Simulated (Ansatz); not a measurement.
# W in Ansatz: the effect of functional

Crystal: W.

```
W
1.0
    -1.60317    1.60317    1.60317
     1.60317   -1.60317    1.60317
     1.60317    1.60317   -1.60317
W
1
Direct
  0.00000 0.00000 0.00000
```

The cell isn't the ideal one: volume scaled by 1.04.

Alike in all runs:

| Property | Result |
| --- | --- |
| Program | Ansatz 0.2.0 |
| Task | single point |
| Potentials or basis | Ansatz PAW |
| k mesh | 12 × 12 × 12 |
| Occupations | fermi-dirac, width 0.05 eV |
| Spin | no spin polarisation |

```tsv
functional	cutoff	pressure (GPa)
LDA	420 eV (not typed: the program's choice for these potentials)	-19.5
r2SCAN	500 eV (not typed: the program's choice for these potentials)	-10.3
PBE	420 eV (not typed: the program's choice for these potentials)	?
```

Problem. What does the run with functional PBE give?

Solution. Pressure -5.9 GPa.

Caveats: the PAW data sets come from PBE, with cores solved anew for the run's functional, which leaves a small shift of forces and pressure (some runs).
